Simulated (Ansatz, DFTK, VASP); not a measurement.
## Au: programs and potentials compared

```xyz
1
Lattice="2.7484 0.0000 0.0000 0.0000 2.7484 0.0000 0.0000 0.0000 2.7484" Properties=species:S:1:pos:R:3 pbc="T T T"
Au    1.3742    1.3742    1.3742
```

This isn't the form of Au at room conditions, which is fcc.

Alike in all runs: task band structure; functional r2SCAN; k mesh 10 × 10 × 10; occupations fermi-dirac, width 0.05 eV; no spin polarisation; no spin-orbit coupling. Pressure is positive in compression and, in plane waves, holds the error of the finite cutoff, which Ansatz's Pulay term estimates and takes out.

```tsv
program and potentials	plane-wave cutoff (eV)	notes	pressure (GPa)
Ansatz, Ansatz PAW	500	potentials made for PBE, which Ansatz adapts in part; 19 valence electrons an atom on average; Pulay term of +0.06 GPa included	-3.27
VASP, PBE PAW files Au, 520 eV	520	potentials made for PBE; 11 valence electrons an atom on average	-3.03
DFTK, SG15 1.2 (PBE)	1225	potentials made for PBE; 19 valence electrons an atom on average	-3.86
```

The pressure spans -3.86 (DFTK, SG15 1.2 (PBE)) to -3.03 GPa (VASP, PBE PAW files Au, 520 eV).

The functional is the same throughout but for its coding, so the spread measures potentials, basis and numerics; runs on potential files found faulty are left out.
